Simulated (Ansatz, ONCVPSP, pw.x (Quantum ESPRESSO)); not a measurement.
## indium: does the ONCV potential hold in the solid?

ONCVPSP 4.0.1.1 (patched build) input, shortened (lines: element, Z, core and valence counts, functional; n l f; lmax; l rc ep ncon nbas qcut; lloc lpopt rc5 dvloc0; l nproj debl; icmod fcfact rcfact), PBE, scalar-relativistic:

```
  In 49.00    9    2        4      upf
    1    0    2.00
    2    0    2.00
    2    1    6.00
    3    0    2.00
    3    1    6.00
    3    2   10.00
    4    0    2.00
    4    1    6.00
    4    2   10.00
    5    0    2.00
    5    1    1.00
    2
    0    1.75    0.00    3    7    3.00
    1    3.00    0.00    4    7    2.40
    2    2.50    0.27    4    7    4.20
    0    5    1.75    0.00
    0    0    3.40
    1    3    2.80
    2    2    3.00
    2    0.45    1.00
```

Atomic tests: cutoffs needed: 5.8 Ha and 20 Ha (the cutoffs (Ha) at which the residual kinetic energy of the hardest occupied pseudo-wave falls to 1 and 0.1 mHa per electron) The cutoffs count occupied waves only; projector 2 of the d channel, the hardest unoccupied one, needs 38 Ha at the loose tolerance.; ghost test: no bound ghost flagged; no localised positive-energy state flagged; largest excitation error: -186 meV (all-electron minus pseudo) for 5s1 5p0, out of 4 test configurations.

Crystal test: fcc In in pw.x 7.5, no spin, 12³ k-points, Fermi–Dirac smearing 0.01 Ry, cutoffs 50/200 Ry. The lattice is a test structure that the element need not adopt, and mesh and smearing are coarse.

pw.x input:

```
&control
  calculation='scf', prefix='x', pseudo_dir='./', outdir='./tmp', tstress=.true., disk_io='low'
/
&system
  ibrav=0, nat=1, ntyp=1, ecutwfc=50, ecutrho=200, nbnd=8,
  occupations='smearing', smearing='fd', degauss=0.01
/
&electrons
  conv_thr=1e-09, mixing_beta=0.4, electron_maxstep=70
/
ATOMIC_SPECIES
In 1.0 In.UPF
CELL_PARAMETERS angstrom
  0.00000000 2.40306322 2.40306322
  2.40306322 0.00000000 2.40306322
  2.40306322 2.40306322 0.00000000
ATOMIC_POSITIONS crystal
In 0.0000 0.0000 0.0000
K_POINTS automatic
12 12 12 0 0 0
```

```bash
pw.x < In.scf.in > In.scf.out
```

**Question.** How does the run end?

**Answer.** It converges; the pressure is -3.46 GPa against -0.32 GPa from all-electron LAPW. This is a poor potential for the solid. The log shows:

```
     kinetic-energy cutoff     =      50.0000  Ry
     charge density cutoff     =     200.0000  Ry
     scf convergence threshold =      1.0E-09
     Exchange-correlation= PBE
     number of k points=    72  Fermi-Dirac smearing, width (Ry)=  0.0100
     iteration #  1     ecut=    50.00 Ry     beta= 0.40
     total energy              =      -6.32410269 Ry
     estimated scf accuracy    <       0.00297703 Ry
     iteration #  2     ecut=    50.00 Ry     beta= 0.40
     total energy              =      -6.32389523 Ry
     estimated scf accuracy    <       0.00096669 Ry
     iteration #  3     ecut=    50.00 Ry     beta= 0.40
     total energy              =      -6.32394107 Ry
     estimated scf accuracy    <       0.00000198 Ry
     iteration #  4     ecut=    50.00 Ry     beta= 0.40
     c_bands:  1 eigenvalues not converged
     c_bands:  1 eigenvalues not converged
     c_bands:  1 eigenvalues not converged
     total energy              =      -6.32394594 Ry
     estimated scf accuracy    <       0.00000005 Ry
     iteration #  5     ecut=    50.00 Ry     beta= 0.40
     c_bands:  1 eigenvalues not converged
     total energy              =      -6.32394595 Ry
     estimated scf accuracy    <          2.5E-09 Ry
     iteration #  6     ecut=    50.00 Ry     beta= 0.40
     total energy              =      -6.32394595 Ry
     estimated scf accuracy    <          1.2E-09 Ry
     iteration #  7     ecut=    50.00 Ry     beta= 0.40
     the Fermi energy is     4.2782 ev
!    total energy              =      -6.32394595 Ry
     estimated scf accuracy    <          2.1E-12 Ry
     smearing contrib. (-TS)   =      -0.00221851 Ry
     The total energy is F=E-TS. E is the sum of the following terms:
     one-electron contribution =       2.18420014 Ry
     hartree contribution      =       0.01735478 Ry
     xc contribution           =      -3.97994768 Ry
     ewald contribution        =      -4.54333468 Ry
     convergence has been achieved in   7 iterations
          total   stress  (Ry/bohr**3)                   (kbar)     P=      -34.56
```
